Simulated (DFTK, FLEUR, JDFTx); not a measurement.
# Si: programs and potentials compared

```
Si
1.0
     0.00000    2.72185    2.72185
     2.72185    0.00000    2.72185
     2.72185    2.72185    0.00000
Si
2
Direct
  0.50000 0.50000 0.50000
  0.75000 0.75000 0.75000
```

Alike in all runs: task equation of state; functional RPBE; k mesh 8 × 8 × 8; occupations fermi-dirac, width 0.05 eV; no spin polarisation; no spin-orbit coupling.

```json
{"program and potentials": "JDFTx, PseudoDojo-SR-PBE-0.5-standard", "plane-wave cutoff (eV)": "490", "notes": "potentials made for PBE", "equilibrium volume (Å³/atom)": "20.59", "bulk modulus (GPa)": "85.9"}
{"program and potentials": "DFTK, PseudoDojo SR PBE 0.5 stringent (PBE)", "plane-wave cutoff (eV)": "490", "notes": "potentials made for PBE", "equilibrium volume (Å³/atom)": "20.59", "bulk modulus (GPa)": "85.8"}
{"program and potentials": "FLEUR, all-electron, FLAPW", "plane-wave cutoff (eV)": "-", "notes": "-", "equilibrium volume (Å³/atom)": "20.81", "bulk modulus (GPa)": "85.0"}
```

The equilibrium volume spans 20.59 (DFTK, PseudoDojo SR PBE 0.5 stringent (PBE)) to 20.81 Å³/atom (FLEUR, all-electron, FLAPW), with all-electron results at 20.81. The bulk modulus spans 85.0 (FLEUR, all-electron, FLAPW) to 85.9 GPa (JDFTx, PseudoDojo-SR-PBE-0.5-standard), with all-electron results at 85.0.

The functional is the same throughout but for its coding, so the spread measures potentials, basis and numerics; runs on potential files found faulty are left out.

The two plane-wave programs agree on the volume and almost agree on the bulk modulus, so the gap to the all-electron result probably comes from the pseudopotentials they have in common rather than from the codes. Their agreement is therefore no independent check on accuracy. The smaller volume, 20.59 against 20.81 Å³/atom, fits a mismatch of functionals: RPBE favours strongly varying densities more than PBE does and so lengthens bonds, but potentials generated with PBE keep that functional's description of the core-valence interaction and probably suppress part of the expansion. The slightly higher bulk moduli go with the shorter bonds, as expected for a covalent network that stiffens on compression.

All three runs give a crystal larger and softer than real silicon, the usual underbinding of RPBE in covalent solids, so the all-electron value is the reference for the functional, not for experiment. Without a matching PBE comparison, the functional mismatch can't be separated from the general transferability error of the potentials.
